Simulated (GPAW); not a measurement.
A run of GPAW 26.7.0 is set up as follows.

File run.py:

```python
from ase import Atoms
from ase.dft.bandgap import bandgap
from ase.io import write
from ase.units import GPa
from gpaw import GPAW, PW, setup_paths

setup_paths.insert(0, '.')

atoms = Atoms(['Te', 'Sn'],
              cell=[[0.0, 3.15085, 3.15085],
                    [3.15085, 0.0, 3.15085],
                    [3.15085, 3.15085, 0.0]],
              scaled_positions=[[0.5, 0.5, 0.5],
                                [0.0, 0.0, 0.0]],
              pbc=True)

calc = GPAW(mode=PW(450),
            xc='PBEsol',
            kpts={'size': (6, 6, 6), 'gamma': True},
            occupations={'name': 'fermi-dirac', 'width': 0.05},
            nbands=19,
            maxiter=120,
            txt='gpaw.txt')
atoms.calc = calc
energy = atoms.get_potential_energy()
forces = atoms.get_forces()
stress = atoms.get_stress()
calc.write('gs.gpw')
write('result.traj', atoms)
print(f'Energy: {energy:.6f} eV')
print('Forces (eV/A):')
print(forces.round(4))
print('Stress (GPa):', (stress / GPa).round(3))
print('Fermi level:', round(calc.get_fermi_level(), 4), 'eV')
print(f'Gap: {bandgap(calc)[0]:.4f} eV, direct: {bandgap(calc, direct=True)[0]:.4f} eV')
```

Potentials or basis: PAW data sets generated in the run's folder for this functional, pw.

Launch:

```bash
$ gpaw-setup -f PBEsol Sn Te
$ OMP_NUM_THREADS=1 python run.py
```

Task: What does it give for the band gap on the k mesh?

Result: 0.15 eV, direct.

Task: What does it give for the pressure?

Result: -1.4 GPa.

Caveat: the cutoff is short for stress and forces, so pressures can be off by a GPa or more; spin-orbit coupling is left out, which moves the levels of the heavy elements.

**What was measured.**

From a printed reference work, textbook, for a bulk crystal of SnTe at 300 K: band gap 0.18 eV (direct).

Measured gap of SnTe: 0.18 eV (direct; 300 K; a printed reference work, textbook). This calculation gives 0.15 eV (-0.03 eV). Spin-orbit coupling on Sn, Te is left out. The value is that of PBEsol on a finite k mesh, which can miss the band edges, without temperature or zero-point motion. Semilocal functionals fall short of measured gaps as a rule.
